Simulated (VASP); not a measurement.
## From an Ansatz input to VASP: SrO (strained zincblende)

Ansatz input

```yaml
crystal:
  lattice:
    - [0.0349035128, 2.7922810265, 2.7922810265]
    - [2.7922810265, 0.0349035128, 2.7922810265]
    - [2.8271845393, 2.8271845393, 0.0]
  atoms:
    - { symbol: Sr, position: [0.0022419723, 0.0022419723, -0.0022419723] }
    - { symbol: O, position: [0.2477580277, 0.2477580277, 0.2522419723] }
kpoints:
  mp_grid: { grid: [8, 8, 8] }
  band_path:
    path:
      - [0.0, 0.0, 0.0]
      - [-0.5, -0.5, 0.0]
      - [-0.375, -0.375, 0.25]
      - [-0.375, 0.0, 0.375]
      - [0.0, 0.0, 0.5]
      - [-0.5, -0.25, 0.25]
    npoints: 1
hamiltonian:
  xc: r2scan
scf:
  occupations: { method: fixed }
  n_extra_bands: 4
output:
  forces: true
  stress: true
  eigenvalues: true
```

Problem. Which VASP files do the same job?

Solution. 

INCAR

```
METAGGA = R2SCAN
PREC = Accurate
LWAVE = .FALSE.
LELF = .TRUE.
ENCUT = 520
EDIFF = 1E-7
SIGMA = 0.01
LASPH = .TRUE.
NBANDS = 15
LREAL = .FALSE.
NELM = 120
ISMEAR = 0
LCHARG = .TRUE.
ISIF = 2
NSW = 0
IBRION = -1
ALGO = Normal
```

KPOINTS

```
KPOINTS created by Atomic Simulation Environment
0
Gamma
8 8 8
0 0 0
```

KPOINTS_OPT

```
special points
6
Reciprocal
0.0000000000 0.0000000000 0.0000000000 1
-0.5000000000 -0.5000000000 0.0000000000 1
-0.3750000000 -0.3750000000 0.2500000000 1
-0.3750000000 0.0000000000 0.3750000000 1
0.0000000000 0.0000000000 0.5000000000 1
-0.5000000000 -0.2500000000 0.2500000000 1
```

POSCAR

```
Sr O
 1.0000000000000000
     0.0349035128000000    2.7922810265000000    2.7922810265000000
     2.7922810265000000    0.0349035128000000    2.7922810265000000
     2.8271845393000001    2.8271845393000001    0.0000000000000000
 Sr  O
   1   1
Cartesian
  0.0000000000000000 -0.0000000000000000  0.0125204334609432
  1.4135922696499998  1.4135922696499998  1.3836200797890568
```

VASP ran with the recommended PBE PAW datasets (16 valence electrons in the cell). Other inputs would serve too.

```csv
,Ansatz,VASP
gap between bands v and c,2.89 eV,2.90 eV
least direct gap,3.70 eV,3.71 eV
pressure,0.0 GPa,0.5 GPa
```

Datasets and cutoffs are each program's own. VASP's cell holds 16 valence electrons and Ansatz's 16. Ansatz's stress includes a Pulay correction; VASP's doesn't.
